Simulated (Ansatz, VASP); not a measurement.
**One calculation of AlN, two programs**

```
Al N
1.0
     0.00000   -2.20157   -2.20157
    -2.20157    0.00000   -2.20157
     2.20157    2.20157   -4.40314
Al N
2 2
Direct
  0.99912 0.99912 0.99912
  0.49912 0.49912 0.49912
  0.37670 0.37670 0.87670
  0.87670 0.87670 0.37670
```

Change from the starting cell: mode 4 frozen in at +0.000 Å and mode 10 at -0.015 Å (largest displacements).

Alike in both runs: task single point; functional PBE; k mesh 6 × 6 × 6; occupations gaussian, width 0.05 eV; no spin polarisation.

|  | VASP | Ansatz |
| --- | --- | --- |
| version | VASP 6.6.1 | Ansatz 0.2.0 |
| potentials or method | VASP PAW PBE potentials, release 64 (Al, N) | scalar-relativistic, plane waves, PAW |
| plane-wave cutoff (eV) | 520 | 520 |
| valence electrons in the cell | 16 | 16 |

```csv
,VASP,Ansatz,Ansatz less VASP
gap on the k mesh at the Fermi level (eV),3.24,3.25,+0.007
least direct gap on the mesh (eV),3.73,3.73,+0.005
pressure (GPa),-0.2,0.1,+0.25
largest component of the traceless stress (GPa),1.38,1.37,-0.005
rms of the force components (eV/Å),0.180,0.179,-0.0005
```

Atom by atom the forces differ by 0.000 eV/Å (rms over components).

A k mesh can miss the band edges.
